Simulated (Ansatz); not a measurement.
## NaCl: energy along a strain

NaCl, Fm-3m, a = 5.663 Å (as given, not relaxed at this level: 0.4 GPa). Ansatz: PBE, PAW, 420 eV, Γ-centred 8×8×8 mesh on 2 atoms, Gaussian smearing 0.05 eV; no spin polarisation. Cell vectors (Å): 0.000 2.832 2.832; 2.832 0.000 2.832; 2.832 2.832 0.000. The cell is strained by x per cent times the pattern (0 1 0 0 0 0) in the order xx yy zz yz xz xy (engineering shears), with fractional coordinates held. y is the free energy over the start, V0 = 22.707 Å³/atom.

```
x (%) y (meV/atom)
-2.00          2.79
-1.50          1.78
-1.00          0.98
-0.50          0.39
 0.00          0.00
 0.50             ?
 1.00         -0.25
 1.50         -0.12
 1.75         -0.01
 2.00          0.15
```

Q: Fit y = c1 x + c2 x² + c3 x³ to the other rows, get the stiffness along the pattern, and predict the missing energy.

A: Least squares on the rows shown. y = −0.5992 x + 0.3674 x² − 0.01534 x³. The clamped-ion stiffness p·C·p = 2 × 3.674 eV × 160.2 / 22.707 Å³ = 52 GPa, which is C22 in these axes (C11 of the cubic crystal) (second derivative at the start, which stands under stress). At x = 0.50 the fit asked for gives -0.21 meV/atom. The run gave -0.21 meV/atom, the same to the digits shown.